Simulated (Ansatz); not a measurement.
# C: a sweep of the smearing

How much do the results for C depend on the smearing?

Method: DFT, PBE, all-electron LAPW, scalar-relativistic, in Ansatz 0.2.0.

**1. Starting point**

Symmetry: Im-3m, No. 229, cubic system. Conventional cell: a = 2.368 Å, b = 2.368 Å, c = 2.368 Å, α = 90.00°, β = 90.00°, γ = 90.00°. C (site symmetry m-3m) has 8 C at 2.05 Å as nearest neighbours.

Structure file:

```
CELL_PARAMETERS angstrom
-1.18407 1.18407 1.18407
1.18407 -1.18407 1.18407
1.18407 1.18407 -1.18407
ATOMIC_POSITIONS crystal
C 0.00000 0.00000 0.00000
```

The structure (bcc type) was typed from a prototype and relaxed by PAW; whether it is the ground state wasn't tested.

**2. With cold smearing of 0.15 eV**

Contents of input.yaml:

```yaml
crystal:
  lattice:
    - [-1.1840705551, 1.1840705551, 1.1840705551]
    - [1.1840705551, -1.1840705551, 1.1840705551]
    - [1.1840705551, 1.1840705551, -1.1840705551]
  atoms:
    - { symbol: C, position: [0.0, 0.0, 0.0] }
kpoints:
  mp_grid: { grid: [16, 16, 16] }
scf:
  occupations: { method: cold, width: 0.15 }
hamiltonian:
  xc: pbe
  pseudopotentials: { kind: all_electron, lapw: { basis_error: 0.00025 } }
output:
  forces: true
  stress: true
  eigenvalues: true
```

Launch:

```console
ansatz run input.yaml --threads 1 --pin off --max-ram 2048MiB --backend cpu --events-out ev --progress --plain --runs-dir out
```

Log:

```text
LAPW: plane waves up to 9.276 Å⁻¹, error target 2.5e-4 eV per atom; small_component_spin mean_spin; C in spheres of 1.025 Å, 6 of its electrons in bands, Dirac shells []
Engine: ansatz 0.2.0
Pseudopotentials: kind: all_electron
Pseudopotential: C, LAPW, valence charge 6, Koelling and Harmon's equation, gaussian nucleus
Functional definition: PBE
  parameter kappa = 0.804
  parameter beta = 0.06672455060314922
  exchange = pbe_x(kappa = kappa, mu = beta*pi^2/3)
  correlation = pbe_c(beta = beta)
Crystal: 1 atoms, lattice volume = 6.640 Å³
Basis set: ecut = 327.8115777694875 eV, 87 PW (Γ), exchange–correlation at level 2
Bands: 7, of which v1, the nominal top of the filled ones, is band 3 counted from 1 (2 counted from 0)
Symmetry: 48 space group operations
Space group: Im-3m (ITA 229), of the structure as read, at distance tolerance 1.9e-5 Å
k-points: 145 of 4096
Non-local potential: C, projectors of the file, none
Initial density: superposition of atomic densities (chi_scale 0.1, normalization cell)
Initial wavefunctions: plane waves of lowest kinetic energy (no species holds an atomic orbital)
Functional: x = pbe(κ = 0.804, μ = 0.2195149727645171), c = pbe(β = 0.06672455060314922)
iter 1 solved again at ethr=7.20e-5 eV; its pass at ethr=1.00e-1 eV (dr2=4.32e-3 eV) is discarded
SCF iter   1: F=—  HF=-1032.493651 eV  |F-HF|=—  |Δ(HF+E_count)|=         —  Δρ=1.45e-2  dr2=4.31e-3  ethr=7.20e-5  ⟨swp⟩=3.5  Hψ=8980  notcnv=0
preconditioner: auto → none  [metal: Δε(μ)=0.018 eV  Ē_g=21.706 eV  σ=0.150 eV  W_gap=0.08  n_scr=0 (ndim 8)  ℏωp=28.8 eV  f_vac=0.000  D(μ)=0.57/eV (n_scr^D=12)]
SCF iter   2: F=—  HF=-1032.495783 eV  |F-HF|=—  |Δ(HF+E_count)|=   2.13e-3  S|Δr|=    0.00e0  Δρ=7.72e-3  dr2=1.26e-3  ethr=7.18e-5  ⟨swp⟩=2.0  Hψ=2764  notcnv=0
iter 3 solved again at ethr=9.36e-8 eV; its pass at ethr=2.10e-5 eV (dr2=5.62e-6 eV) is discarded
SCF iter   3: F=—  HF=-1032.496867 eV  |F-HF|=—  |Δ(HF+E_count)|=   1.08e-3  S|Δr|=    0.00e0  Δρ=4.83e-4  dr2=5.60e-6  ethr=9.36e-8  ⟨swp⟩=2.5  Hψ=4979  notcnv=0
SCF iter   4: F=-1032.496872 eV  HF=-1032.496872 eV  |F-HF|=1.23e-9  |Δ(HF+E_count)|=   4.45e-6  S|Δr|=    0.00e0  Δρ=2.65e-6  dr2=1.02e-10  ethr=9.33e-8  ⟨swp⟩=2.0  Hψ=2764  notcnv=0
SCF 1 converged in 4 iterations: F = -1032.496872 eV  dr2 = 1.02e-10
SCF converged after 4 iterations
Stability not checked: this state was not tested for a lower state beside it, because cold or Methfessel-Paxton smearing, or corrected tetrahedra, fill the levels in a way that the test cannot read (fill_not_monotonic; see scf.lower_state_search)
Free energy (F): -1032.496872 eV
Harris-Foulkes:  -1032.496872 eV  (|F-HF|=1.23e-9)
Internal energy: -1032.495852 eV  (E = F + TS)
E sigma→0 (E₀):  -1032.496532 eV
Entropy (-TS):   -0.001020 eV (-1.020 meV/atom)
Fermi energy:    11.923614 eV
--- Per-component energies (eV) ---
  E_band       = -494.279186
  E_kinetic    = 1028.828613
  E_xc         = -143.811831
  E_electrostatic = -1917.512634  (all electrons and nuclei)
  E_smearing   = -0.001020  (= −TS)
  E_closure    = 0.000000  (closes the sum)
  E_atoms      = -1027.632824  (free atoms, spherical and without spin; not in F)
  Σ components = -1032.496872   (vs F -1032.496872, Δ=0.00e0)
  Basis errors (estimates in eV, not in F): energy 7.3e-5 per atom: plane waves 7.2e-5 (3.7e-5 summed), levels above the bands 0.0e0, relativity 2.2e-9, radial functions 9.9e-7, core shells 0.0e0; eigenvalues (radial functions only) 1.1e-3; not estimated: angular momenta, meshes, grids; target (lapw.basis_error) 2.5e-4; muffin-tin radii C 1.025 Å
--- Forces (eV/Å), atoms counted from 1 ---
  atom   1  C      0.00000000    -0.00000000     0.00000000
  max |Σ_I F_I| component: 7.19e-32 eV/Å
--- Stress (GPa, compression-positive) ---
        0.127816      -0.000000       0.000000
       -0.000000       0.127816      -0.000000
        0.000000      -0.000000       0.127816
  P = ⅓ Tr σ = 0.1278 GPa (1.278 kbar)
--- Band table (eV; the first three rows and the last of 145) ---
  k-point 0: bands = ["-256.3135", "-7.7714", "21.0450", "21.0450", "21.0450", "45.2044", "45.2044"]
  k-point 1: bands = ["-256.3135", "-7.5958", "20.6144", "20.8000", "20.9952", "43.8636", "43.9934"]
  k-point 2: bands = ["-256.3135", "-7.0695", "19.3423", "20.1475", "20.8510", "40.7984", "41.8375"]
  k-point 144: bands = ["-256.3132", "10.3556", "10.3556", "10.3556", "12.5710", "23.9065", "23.9065"]
```

It took 3.8 s on 1 thread, shared host.

This run gives: pressure 0.13 GPa; no gap.

**3. With Gaussian smearing of 0.05 eV**

input.yaml, as its differences from that of step 2:

```diff
@@ -10,3 +10,3 @@
 scf:
-  occupations: { method: cold, width: 0.15 }
+  occupations: { method: gaussian, width: 0.05 }
 hamiltonian:
```

Launch:

```console
ansatz run input.yaml --threads 1 --pin off --max-ram 2048MiB --backend cpu --events-out ev --progress --plain --runs-dir out
```

Log:

```text
LAPW: plane waves up to 9.276 Å⁻¹, error target 2.5e-4 eV per atom; small_component_spin mean_spin; C in spheres of 1.025 Å, 6 of its electrons in bands, Dirac shells []
Engine: ansatz 0.2.0
Pseudopotentials: kind: all_electron
Pseudopotential: C, LAPW, valence charge 6, Koelling and Harmon's equation, gaussian nucleus
Functional definition: PBE
  parameter kappa = 0.804
  parameter beta = 0.06672455060314922
  exchange = pbe_x(kappa = kappa, mu = beta*pi^2/3)
  correlation = pbe_c(beta = beta)
Crystal: 1 atoms, lattice volume = 6.640 Å³
Basis set: ecut = 327.8115777694875 eV, 87 PW (Γ), exchange–correlation at level 2
Bands: 7, of which v1, the nominal top of the filled ones, is band 3 counted from 1 (2 counted from 0)
Symmetry: 48 space group operations
Space group: Im-3m (ITA 229), of the structure as read, at distance tolerance 1.9e-5 Å
k-points: 145 of 4096
Non-local potential: C, projectors of the file, none
Initial density: superposition of atomic densities (chi_scale 0.1, normalization cell)
Initial wavefunctions: plane waves of lowest kinetic energy (no species holds an atomic orbital)
Functional: x = pbe(κ = 0.804, μ = 0.2195149727645171), c = pbe(β = 0.06672455060314922)
iter 1 solved again at ethr=7.32e-5 eV; its pass at ethr=1.00e-1 eV (dr2=4.39e-3 eV) is discarded
SCF iter   1: F=—  HF=-1032.493738 eV  |F-HF|=—  |Δ(HF+E_count)|=         —  Δρ=1.46e-2  dr2=4.38e-3  ethr=7.32e-5  ⟨swp⟩=3.5  Hψ=8975  notcnv=0
preconditioner: auto → none  [metal: Δε(μ)=0.018 eV  Ē_g=21.706 eV  σ=0.050 eV  W_gap=0.20  n_scr=0 (ndim 8)  ℏωp=28.8 eV  f_vac=0.000  D(μ)=0.51/eV (n_scr^D=0)]
SCF iter   2: F=—  HF=-1032.495928 eV  |F-HF|=—  |Δ(HF+E_count)|=   2.19e-3  Δρ=7.77e-3  dr2=1.28e-3  ethr=7.30e-5  ⟨swp⟩=2.0  Hψ=2762  notcnv=0
iter 3 solved again at ethr=8.99e-8 eV; its pass at ethr=2.13e-5 eV (dr2=5.39e-6 eV) is discarded
SCF iter   3: F=—  HF=-1032.497031 eV  |F-HF|=—  |Δ(HF+E_count)|=   1.10e-3  Δρ=4.73e-4  dr2=5.37e-6  ethr=8.99e-8  ⟨swp⟩=2.5  Hψ=5300  notcnv=0
SCF iter   4: F=-1032.497035 eV  HF=-1032.497035 eV  |F-HF|=1.30e-9  |Δ(HF+E_count)|=   4.30e-6  Δρ=2.73e-6  dr2=1.09e-10  ethr=8.96e-8  ⟨swp⟩=2.0  Hψ=2762  notcnv=0
SCF 1 converged in 4 iterations: F = -1032.497035 eV  dr2 = 1.09e-10
SCF converged after 4 iterations
Free energy (F): -1032.497035 eV
Harris-Foulkes:  -1032.497035 eV  (|F-HF|=1.30e-9)
Internal energy: -1032.496461 eV  (E = F + TS)
E sigma→0 (E₀):  -1032.496748 eV
Entropy (-TS):   -0.000574 eV (-0.574 meV/atom)
Fermi energy:    11.918873 eV
--- Per-component energies (eV) ---
  E_band       = -494.279336
  E_kinetic    = 1028.803856
  E_xc         = -143.810846
  E_electrostatic = -1917.489471  (all electrons and nuclei)
  E_smearing   = -0.000574  (= −TS)
  E_closure    = 0.000000  (closes the sum)
  E_atoms      = -1027.632824  (free atoms, spherical and without spin; not in F)
  Σ components = -1032.497035   (vs F -1032.497035, Δ=0.00e0)
  Basis errors (estimates in eV, not in F): energy 7.3e-5 per atom: plane waves 7.2e-5 (3.7e-5 summed), levels above the bands 0.0e0, relativity 2.2e-9, radial functions 9.9e-7, core shells 0.0e0; eigenvalues (radial functions only) 1.1e-3; not estimated: angular momenta, meshes, grids; target (lapw.basis_error) 2.5e-4; muffin-tin radii C 1.025 Å
--- Forces (eV/Å), atoms counted from 1 ---
  atom   1  C      0.00000000     0.00000000     0.00000000
  max |Σ_I F_I| component: 4.83e-32 eV/Å
--- Stress (GPa, compression-positive) ---
       -0.076099       0.000000      -0.000000
        0.000000      -0.076099      -0.000000
       -0.000000      -0.000000      -0.076099
  P = ⅓ Tr σ = -0.0761 GPa (-0.761 kbar)
--- Band table (eV; the first three rows and the last of 145) ---
  k-point 0: bands = ["-256.3137", "-7.7712", "21.0454", "21.0454", "21.0454", "45.2041", "45.2041"]
  k-point 1: bands = ["-256.3137", "-7.5956", "20.6149", "20.8004", "20.9956", "43.8635", "43.9932"]
  k-point 2: bands = ["-256.3137", "-7.0693", "19.3427", "20.1479", "20.8514", "40.7985", "41.8373"]
  k-point 144: bands = ["-256.3134", "10.3557", "10.3557", "10.3557", "12.5714", "23.9069", "23.9069"]
```

Run time: 3.6 s. Hardware: 1 thread, shared host.

In short: pressure -0.08 GPa; no gap.

**4. With Fermi–Dirac smearing of 0.01 eV**

input.yaml, as its differences from that of step 3:

```diff
@@ -10,3 +10,3 @@
 scf:
-  occupations: { method: gaussian, width: 0.05 }
+  occupations: { method: fermi_dirac, width: 0.01 }
 hamiltonian:
```

Launch:

```console
ansatz run input.yaml --threads 1 --pin off --max-ram 2048MiB --backend cpu --events-out ev --progress --plain --runs-dir out
```

Log:

```text
LAPW: plane waves up to 9.276 Å⁻¹, error target 2.5e-4 eV per atom; small_component_spin mean_spin; C in spheres of 1.025 Å, 6 of its electrons in bands, Dirac shells []
Engine: ansatz 0.2.0
Pseudopotentials: kind: all_electron
Pseudopotential: C, LAPW, valence charge 6, Koelling and Harmon's equation, gaussian nucleus
Functional definition: PBE
  parameter kappa = 0.804
  parameter beta = 0.06672455060314922
  exchange = pbe_x(kappa = kappa, mu = beta*pi^2/3)
  correlation = pbe_c(beta = beta)
Crystal: 1 atoms, lattice volume = 6.640 Å³
Basis set: ecut = 327.8115777694875 eV, 87 PW (Γ), exchange–correlation at level 2
Bands: 7, of which v1, the nominal top of the filled ones, is band 3 counted from 1 (2 counted from 0)
Symmetry: 48 space group operations
Space group: Im-3m (ITA 229), of the structure as read, at distance tolerance 1.9e-5 Å
k-points: 145 of 4096
Non-local potential: C, projectors of the file, none
Initial density: superposition of atomic densities (chi_scale 0.1, normalization cell)
Initial wavefunctions: plane waves of lowest kinetic energy (no species holds an atomic orbital)
Functional: x = pbe(κ = 0.804, μ = 0.2195149727645171), c = pbe(β = 0.06672455060314922)
iter 1 solved again at ethr=7.37e-5 eV; its pass at ethr=1.00e-1 eV (dr2=4.42e-3 eV) is discarded
SCF iter   1: F=—  HF=-1032.493498 eV  |F-HF|=—  |Δ(HF+E_count)|=         —  Δρ=1.47e-2  dr2=4.41e-3  ethr=7.37e-5  ⟨swp⟩=3.5  Hψ=8975  notcnv=0
preconditioner: auto → none  [metal: Δε(μ)=0.018 eV  Ē_g=21.706 eV  σ=0.010 eV  W_gap=0.40  n_scr=0 (ndim 8)  ℏωp=28.8 eV  f_vac=0.000  D(μ)=0.57/eV (n_scr^D=12)]
SCF iter   2: F=—  HF=-1032.495712 eV  |F-HF|=—  |Δ(HF+E_count)|=   2.21e-3  Δρ=7.80e-3  dr2=1.29e-3  ethr=7.36e-5  ⟨swp⟩=2.0  Hψ=3335  notcnv=0
iter 3 solved again at ethr=8.77e-8 eV; its pass at ethr=2.15e-5 eV (dr2=5.26e-6 eV) is discarded
SCF iter   3: F=—  HF=-1032.496822 eV  |F-HF|=—  |Δ(HF+E_count)|=   1.11e-3  Δρ=4.68e-4  dr2=5.25e-6  ethr=8.77e-8  ⟨swp⟩=2.5  Hψ=5650  notcnv=0
SCF iter   4: F=-1032.496826 eV  HF=-1032.496826 eV  |F-HF|=1.39e-9  |Δ(HF+E_count)|=   4.21e-6  Δρ=2.82e-6  dr2=1.20e-10  ethr=8.75e-8  ⟨swp⟩=2.0  Hψ=2759  notcnv=0
SCF 1 converged in 4 iterations: F = -1032.496826 eV  dr2 = 1.20e-10
SCF converged after 4 iterations
Free energy (F): -1032.496826 eV
Harris-Foulkes:  -1032.496826 eV  (|F-HF|=1.39e-9)
Internal energy: -1032.496676 eV  (E = F + TS)
E sigma→0 (E₀):  -1032.496751 eV
Entropy (-TS):   -0.000150 eV (-0.150 meV/atom)
Fermi energy:    11.911968 eV
--- Per-component energies (eV) ---
  E_band       = -494.280874
  E_kinetic    = 1028.785828
  E_xc         = -143.809873
  E_electrostatic = -1917.472631  (all electrons and nuclei)
  E_smearing   = -0.000150  (= −TS)
  E_closure    = 0.000000  (closes the sum)
  E_atoms      = -1027.632824  (free atoms, spherical and without spin; not in F)
  Σ components = -1032.496826   (vs F -1032.496826, Δ=0.00e0)
  Basis errors (estimates in eV, not in F): energy 7.4e-5 per atom: plane waves 7.3e-5 (3.7e-5 summed), levels above the bands 0.0e0, relativity 2.2e-9, radial functions 1.0e-6, core shells 0.0e0; eigenvalues (radial functions only) 1.1e-3; not estimated: angular momenta, meshes, grids; target (lapw.basis_error) 2.5e-4; muffin-tin radii C 1.025 Å
--- Forces (eV/Å), atoms counted from 1 ---
  atom   1  C     -0.00000000    -0.00000000    -0.00000000
  max |Σ_I F_I| component: 9.86e-32 eV/Å
--- Stress (GPa, compression-positive) ---
       -0.222705      -0.000000      -0.000000
       -0.000000      -0.222705      -0.000000
       -0.000000      -0.000000      -0.222705
  P = ⅓ Tr σ = -0.2227 GPa (-2.227 kbar)
--- Band table (eV; the first three rows and the last of 145) ---
  k-point 0: bands = ["-256.3144", "-7.7712", "21.0455", "21.0455", "21.0455", "45.2040", "45.2040"]
  k-point 1: bands = ["-256.3144", "-7.5956", "20.6149", "20.8005", "20.9957", "43.8635", "43.9930"]
  k-point 2: bands = ["-256.3144", "-7.0693", "19.3427", "20.1479", "20.8515", "40.7986", "41.8372"]
  k-point 144: bands = ["-256.3141", "10.3557", "10.3557", "10.3557", "12.5715", "23.9070", "23.9070"]
```

Run time: 3.7 s. Hardware: 1 thread, shared host.

Read from it: pressure -0.22 GPa; no gap.

(Part 1 of 2 ends here.)
